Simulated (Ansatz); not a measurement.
Predict the output of the script below (Ansatz 0.2.0 through its Python package).

`robust_te2pt.py`:
```python
# -*- coding: utf-8 -*-
import warnings

import ansatz as az

XC = "lda"
SMEARING = "cold"
SMEARING_WIDTH = 0.01
MESH = (7, 7, 5)
CUTOFF_EV = 260

lattice = az.Lattice.of(
    (4.01, 0.0, 0.0),
    (-2.005, 3.47276187, 0.0),
    (0.0, 0.0, 5.201),
)
sites = [
    ("Te", (1 / 3, 2 / 3, 0.25)),
    ("Te", (2 / 3, 1 / 3, 0.75)),
    ("Pt", (0.0, 0.0, 0.0)),
]
structure = az.Crystal(lattice=lattice)
for symbol, position in sites:
    structure = structure.atom(symbol, position)

calculation = (
    structure.calculation()
    .functional(XC)
    .eigensolver("davidson", full_accuracy=True)
    .occupations(SMEARING, width=SMEARING_WIDTH)
    .kpoints(mesh=MESH, shift=0.5)
    .basis(CUTOFF_EV, xc_grid=3)
)

with warnings.catch_warnings(record=True) as caught:
    warnings.simplefilter("always")
    out = calculation.forces().stress().run(threads=1, backend="cpu")
for item in caught:
    if issubclass(item.category, (az.RunWarning, az.DeckWarning)):
        print(item.category.__name__, "-", str(item.message)[:120])
rep = out.report
doubts = rep["published_state_doubts"]
if doubts or rep.get("closed_by") != "deck_thresholds":
    print("rejected:", doubts, rep.get("closed_by"))
else:
    print(f"accepted: F = {rep['free_energy_ev']:.5f} eV")
```

```console
$ python robust_te2pt.py
DeckWarning - basis.ecutwfc = 260 eV is below the records' recommended 420 eV, and the density's cutoff is lower with it unless basis.
DeckWarning - crystal.symmetry: narrowed to the stabiliser of the k-point mesh — unitary ops 12 → 4; excluded 8 operations that carry
accepted: F = -25898.55473 eV
```

What to keep in mind:
- These settings explore the input space; cutoff and mesh may be short of convergence.
- The cutoff lies under the one recommended for these potentials.
- For a metal this k-point mesh is coarse: on a finer one energies can move by several to tens of meV an atom and pressures by half a GPa or more, differences at one mesh by less.
- Of the deposited cell: the entry's cell lengths or inner coordinates differ somewhat from later room-temperature determinations.
- Spin-orbit coupling, which matters for elements this heavy, is left out.
- The starting cell is as deposited in a crystallographic database; the results hold for this polymorph, which needn't be the stable one.
- Run time: 20 s on 1 thread of Arm Neoverse N1, with other jobs on the host, peak memory 0.4 GiB.

(A comment or docstring line of the script was reworded after the run, the code is as it ran.)
